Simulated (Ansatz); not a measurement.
Redistribution: C4H9Br + C5H10O → C4H10O + C5H9Br

Species: C4H9Br (2-bromo-2-methylpropane) `CC(C)(C)Br`, singlet; C5H10O `OC1CCCC1`, singlet; C4H10O (tert-butanol) `CC(C)(C)O`, singlet; C5H9Br (bromocyclopentane) `BrC1CCCC1`, singlet. The partners trade Br for OH; both sit on C, so the bond types are kept.

Shapes, held fixed at every level: PBE0-D4/def2-TZVP. Flexible molecules stand in one conformer, not always the lowest. Programs: Ansatz 0.2.0. Electronic energies: no zero-point or thermal term.

(1) Estimate ΔE of this reaction.

Results:

(1) The highest level, CCSD(T)/def2-TZVPP, gives ΔE = -6.5 kJ/mol; the levels span -6.5 to -2.7. The column of differences is taken from that level and isn't an error. No measured value is set beside it here. Relativity is left out for Br. Outer-core shells of Br are correlated, in sets that cover them unevenly.

```
                level                   kind  ΔE (kJ/mol)  less CCSD(T)/def2-TZVPP
     SPW92/def2-TZVPP                    LDA         -2.7                     +3.8
    PBE-D4/def2-TZVPP                    GGA         -3.7                     +2.8
  B3LYP-D4/def2-TZVPP          global hybrid         -5.2                     +1.3
r2SCAN0-D4/def2-TZVPP          global hybrid         -6.2                     +0.3
         MP2/def2-SVP    perturbation theory         -5.4                     +1.1
       MP2/def2-TZVPP    perturbation theory         -5.8                     +0.7
     CCSD(T)/def2-SVP  coupled cluster or CI         -5.6                     +0.9
   CCSD(T)/def2-TZVPP  coupled cluster or CI         -6.5                      0.0
```
